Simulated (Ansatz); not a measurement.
# Structure types of CoSi compared at 34 GPa

Structure types of CoSi are relaxed in primitive cells with their symmetry kept at 34 GPa, on PAW files; LAPW relaxes the small cells further and takes the PAW cell for the others (marked *). The enthalpy is E + pV at zero temperature, without zero-point motion. Only the types listed were tried, and differences under about 5 meV/atom are mesh noise. The real phase may be another.

Computed with Ansatz 0.2.0; functional PBE, scalar-relativistic. Settings: Fermi–Dirac smearing of 0.1 eV, no spin polarisation. Methods: LAPW: all electrons, basis error target 0.5 meV/atom; PAW: frozen-core files, cutoff 420 eV.

k meshes: rocksalt 15×15×15, CsCl 15×15×15, WC 15×15×14, NiAs 12×12×7, zincblende 13×13×13.

Spin polarisation is left out, though a magnetic state may lie lower.

```csv
start type,ends as,"a, b, c (Å)",V (Å³/atom),"H − H(lowest), LAPW (meV/atom)"
rocksalt,"rocksalt, Fm-3m","4.434, 4.434, 4.434",10.90,?
CsCl,"CsCl, Pm-3m","2.670, 2.670, 2.670",9.52,0.0
WC,"distorted WC, P-6m2","2.581, 2.581, 3.434",9.90,?
NiAs*,"NiAs, P6_3/mmc","3.195, 3.195, 4.886",10.80,336.6
zincblende,"zincblende, F-43m","4.752, 4.752, 4.752",13.42,1748.3
```

Q: What belongs in the row "rocksalt", column "H − H(lowest), LAPW (meV/atom)"?

A: 834.4.

Q: Give the missing entry: row "WC", column "H − H(lowest), LAPW (meV/atom)".

A: 116.6.

Q: Split the lead of CsCl over distorted WC into energy and pV.

A: For distorted WC less CsCl: ΔE = +35.5 meV/atom, and p·ΔV = 34 GPa × +0.3824 Å³ × 6.242 meV/(GPa·Å³) = +81.1 meV/atom, together 116.6 meV/atom. CsCl wins on both counts.
